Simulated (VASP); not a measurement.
**SnS2 (Berndtite-2T): relaxation of cell and atoms with PBE+D3(BJ)**

The system is SnS2 (Berndtite-2T).

```xyz
3
Lattice="3.6390 0.0000 0.0000 -1.8195 3.1515 0.0000 0.0000 0.0000 5.8680" Properties=species:S:1:pos:R:3 pbc="T T T"
Sn    0.0000    0.0000    0.0000
S     0.0000    2.1010    1.4670
S     1.8195    1.0505    4.4010
```

```json
{"Program": "VASP 6.6.1", "Task": "relaxation of cell and atoms", "Functional": "PBE", "Dispersion": "D3(BJ)", "Potentials or basis": "VASP PAW PBE potentials, release 64 (Sn_d, S)", "Cutoff": "600 eV", "k mesh": "9 × 9 × 5", "Occupations": "gaussian, width 0.03 eV", "Spin": "no spin polarisation", "Further INCAR settings": "ALGO = Normal; EDIFF = 1e-06; IBRION = 2; EDIFFG = -0.01; NSW = 90; ISIF = 3"}
```

| Item | Value |
| --- | --- |
| Relaxed volume | 22.57 Å³/atom |
| Relaxed cell | a = 3.667 Å, b = 3.667 Å, c = 5.813 Å, α = 90.00°, β = 90.00°, γ = 120.00° |
| Space group after relaxing (to 0.05 Å) | P-3m1 (No. 164) |
| Energy gained by relaxing | 3.1 meV/atom |
| Ionic steps | 14 |
| Pressure after relaxing | 0.0 GPa |
| Band gap on the k mesh | 1.31 eV, indirect (least direct gap 1.75 eV) |
| Dispersion energy per atom | -0.328 eV |

Step by step:
```
step  energy change (eV)  largest force (eV/Å)  pressure (GPa)  volume (Å³)
   1              0.0000                0.2533            1.72        67.30
   2             -0.0012                0.1919           -1.55        69.66
   3             -0.0080                0.0160           -0.06        68.51
   4             -0.0080                0.0202            0.00        68.48
   5             -0.0082                0.0292            0.00        68.45
   6             -0.0085                0.0517           -0.04        68.37
   7             -0.0087                0.0381           -0.07        68.31
   8             -0.0091                0.0001           -0.17        68.12
   9             -0.0092                0.0182           -0.23        68.02
  10             -0.0093                0.0098           -0.08        67.86
  11             -0.0093                0.0081           -0.09        67.82
  12             -0.0094                0.0046           -0.03        67.75
  13             -0.0094                0.0027            0.08        67.62
  14             -0.0094                0.0018           -0.01        67.70
```

Final structure:
```cif
data_structure
_symmetry_space_group_name_H-M 'P 1'
_symmetry_Int_Tables_number 1
_cell_length_a 3.6672
_cell_length_b 3.6672
_cell_length_c 5.8130
_cell_angle_alpha 90.000
_cell_angle_beta 90.000
_cell_angle_gamma 120.000
_cell_volume 67.70
loop_
_atom_site_label
_atom_site_type_symbol
_atom_site_fract_x
_atom_site_fract_y
_atom_site_fract_z
_atom_site_occupancy
Sn1 Sn 0.00000 0.00000 0.00000 1
S1 S 0.33333 0.66667 0.25437 1
S2 S 0.66667 0.33333 0.74563 1
```

Levels at points of the mesh, in eV from the valence-band top:
```tsv
k point	band 9	band 10	band 11	band 12	band 13	band 14	band 15	band 16	band 17
(0.00, 0.00, 0.00)	-0.71	-0.71	-0.47	-0.47	0.00	1.75	3.54	5.34	5.34
```

It took 2.7 min on 2 MPI ranks on AMD EPYC 7R43 64-Core Processor (Zen 3) (shared host), peak memory 0.23 GiB a rank.

Caveat: spin-orbit coupling is left out, which moves the levels of the heavy elements; an odd mesh through Γ misses points on the zone boundary, where band edges often lie. Zero-point motion and thermal expansion aren't in these numbers.
